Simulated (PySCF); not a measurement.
Write an ASE script for PySCF 2.14.0 that does the following.

```
Task                                       : atomic charges
Functional                                 : PBE0 form with 35 % exact exchange
Potentials or basis                        : DZVP-MOLOPT-HYB/GTH-HYB (UZH) (potentials made for PBE0)
k mesh                                     : 3 × 3 × 3
Occupations                                : fixed
Spin                                       : no spin polarisation
Symmetry                                   : no
Density cutoff                             : 50 Ha
Exponents discarded below (exp_to_discard) : 0.02 1/bohr^2
Potentials                                 : Si GTH-HYB-q4
conv_tol                                   : 1e-07 Ha
max_cycle                                  : 60
exxdiv                                     : ewald
Coulomb method                             : Gaussian density fitting (GDF)
Grid for exchange and correlation          : uniform
Share of exact exchange                    : 0.35
Three-centre integrals                     : read from an earlier run's file
```

Si:

```
Si
1.0
     0.00000    2.72185    2.72185
     2.72185    0.00000    2.72185
     2.72185    2.72185    0.00000
Si
2
Direct
  0.50000 0.50000 0.50000
  0.75000 0.75000 0.75000
```

These files were run (other wordings do the same):

run.py

```python
import json
import numpy as np
from pyscf.pbc import gto, scf, dft, df
from pyscf.pbc.tools import pyscf_ase
from ase import Atoms

atoms = Atoms(['Si', 'Si'],
              cell=[[0.0, 2.7218511865, 2.7218511865], [2.7218511865, 0.0, 2.7218511865], [2.7218511865, 2.7218511865, 0.0]],
              scaled_positions=[[0.5, 0.5, 0.5], [0.75, 0.75, 0.75]],
              pbc=True)
cell = pyscf_ase.cell_from_ase(atoms)
cell.basis = 'DZVP-MOLOPT-HYB-GTH-q4'
cell.pseudo = 'GTH-HYB-q4'
cell.ke_cutoff = 50  # hartree
cell.exp_to_discard = 0.02
cell.precision = 1e-08
cell.max_memory = 5880  # MB
cell.verbose = 4
cell.build()

res = {}
kpts = cell.make_kpts([3, 3, 3])
mf = dft.KRKS(cell, kpts, xc='0.35*HF + 0.65*GGA_X_PBE, GGA_C_PBE', exxdiv='ewald')
mf = mf.density_fit()
mf.with_df._cderi = 'cderi.h5'  # three-centre integrals saved by an earlier run on this cell, basis and mesh
mf.grids = dft.gen_grid.UniformGrids(cell)
mf.conv_tol = 1e-07
mf.max_cycle = 60

mf.kernel()
res.update(converged=bool(mf.converged), e_tot=mf.e_tot, nelec=cell.nelectron, nao=cell.nao, mesh=list(map(int, cell.mesh)), a=cell.lattice_vectors().tolist(), coords=cell.atom_coords().tolist(),
           mo_energy=[np.real(x).tolist() for x in mf.mo_energy], mo_occ=[np.real(x).tolist() for x in mf.mo_occ])
res.update(kpts=cell.get_scaled_kpts(kpts).tolist())
res['parts'] = {k: float(np.real(v)) for k, v in mf.scf_summary.items() if np.isscalar(v)}
json.dump(res, open('results.json', 'w'))
if not mf.converged:
    raise SystemExit('SCF not converged')

print('levels (eV)')
for i, kp in enumerate(res['kpts'][:40]):
    print('k %7.4f %7.4f %7.4f  ' % tuple(kp), ' '.join('%.3f' % (x * 27.211386) for x in res['mo_energy'][i][:9]))

# Mulliken populations
dm, s = np.asarray(mf.make_rdm1()), np.asarray(mf.get_ovlp())
sites = cell.aoslice_by_atom()[:, 2:]
tot = np.einsum('kij,kji->i', dm, s).real / len(kpts)
res['mulliken'] = [cell.atom_charge(i) - tot[a0:a1].sum() for i, (a0, a1) in enumerate(sites)]
print('Mulliken charges', np.round(res['mulliken'], 5))
res['meta_lowdin'] = mf.mulliken_meta()[1].tolist()
res['done'] = True
json.dump(res, open('results.json', 'w'))
```

Potentials or basis: DZVP-MOLOPT-HYB/GTH-HYB (UZH) (potentials made for PBE0).

Run with:

```bash
$ OMP_NUM_THREADS=4 python -u run.py > log
```

It gave:

| Quantity | Value |
| --- | --- |
| Band gap on the k mesh | 2.95 eV, indirect (least direct gap 4.86 eV) |

Caveat: the k mesh is coarse (spacing up to 0.67 Å⁻¹), so the values aren't converged, least of all with exact exchange; on so small a mesh gaps with full-range exact exchange can be off by tenths of an eV to over 1 eV; an odd mesh through Γ misses points on the zone boundary, where band edges often lie; the basis of atomic orbitals isn't converged, which shifts pressures, moduli and gaps.

It took 66 s on 4 threads of AMD EPYC (Zen 3) (shared host), peak memory 0.84 GiB.
